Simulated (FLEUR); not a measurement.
Runs of FLEUR MaX-R8.1 (later development tree) on KBr. Symmetry: Fm-3m, No. 225, cubic system. Conventional cell: a = 6.600 Å, b = 6.600 Å, c = 6.600 Å, α = 90.00°, β = 90.00°, γ = 90.00°. Br (site symmetry m-3m) is surrounded by 6 K at 3.30 Å. K (site symmetry m-3m) has 6 Br at 3.30 Å as nearest neighbours. 

```tsv
task	level	k mesh	max iterations	mixing factor	mixer	mixer history	density convergence	gap on the mesh (eV)
band structure	PBEsol	7 × 7 × 7	60	0.05	Anderson	15	1e-05 me/bohr^3	4.28
single point	PBEsol	7 × 7 × 7	60	0.05	Anderson	15	1e-05 me/bohr^3	4.28
band structure	r2SCAN	7 × 7 × 7	80	0.05	Anderson	30	0.0001 me/bohr^3	(a)
single point	HSE06	4 × 4 × 4	30	0.05	Anderson	15	0.0001 me/bohr^3	5.60
```

Alike in all rows: potentials or basis all-electron, FLAPW; no spin polarisation; cell as given; smearing fermi-dirac 0.05 eV; kmax 4.1 1/bohr.

Q: Fill in the values left out.

A: (a) 5.05.

Caveats: the meta-GGA is that of a development version, with a GGA for the radial functions and cores and without core tails (some runs); core states are solved in the semilocal potential (some runs).

A k mesh can miss the band edges, and the runs leave out spin-orbit coupling on Br.

The runs were made with more than one version of the program.
